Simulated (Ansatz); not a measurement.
# PbS: what symmetry allows forces and stress to be

```xyz
2
Lattice="3.6537 0.0000 0.0000 0.0000 3.6537 0.0000 0.0000 0.0000 3.6537" Properties=species:S:1:pos:R:3 pbc="T T T"
Pb    0.0000    0.0000    0.0000
S     1.8268    1.8268    2.2018
```

The calculation used Ansatz, DFT PBEsol, scalar-relativistic, plane waves, PAW.

Cutoff 420 eV; k points 10×10×10 on the computed 2-atom cell (Γ-centred); Gaussian smearing, width 0.10 eV; no spin polarisation.

This distorted cell has space group P4mm, with 8 operations.

**Question.** Without a calculation: in which directions can each atom feel a force?

**Answer.** A force must be left unchanged by every operation that keeps its atom in place, so it lies in the space that those operations leave fixed. Atoms that the group maps onto each other feel forces of one size.
```tsv
atom	site symmetry	operations at the site	equivalent to atom	allowed force (Cartesian)
Pb1	4mm	8	1	along (0.00, 0.00, 1.00)
S2	4mm	8	2	along (0.00, 0.00, 1.00)
```

That leaves 2 independent force components of 6, tied by 1 condition that the forces sum to zero, so 1 remains. A relaxation in this cell that keeps the symmetry moves the atoms in these directions alone.

**Question.** And the stress tensor?

**Answer.** It must be invariant under the point group, which leaves 2 independent components: yz, xz, xy vanish; xx = yy.

**Question.** Do the computed values obey this?

**Answer.** Yes. Forces (eV/Å):
```
Pb1  0.000  0.000 -0.153
S2   0.000  0.000  0.153
```

Stress (GPa, compression positive, xx yy zz yz xz xy): -2.30 -2.30 -0.43 0.00 0.00 0.00. The program imposes the same operations on density, forces and stress, so this confirms the analysis and is no independent test of the calculation.

Spin–orbit coupling is left out, which can shift energies with elements as heavy as these.

This CsCl-type form isn't the usual stable structure of the compound.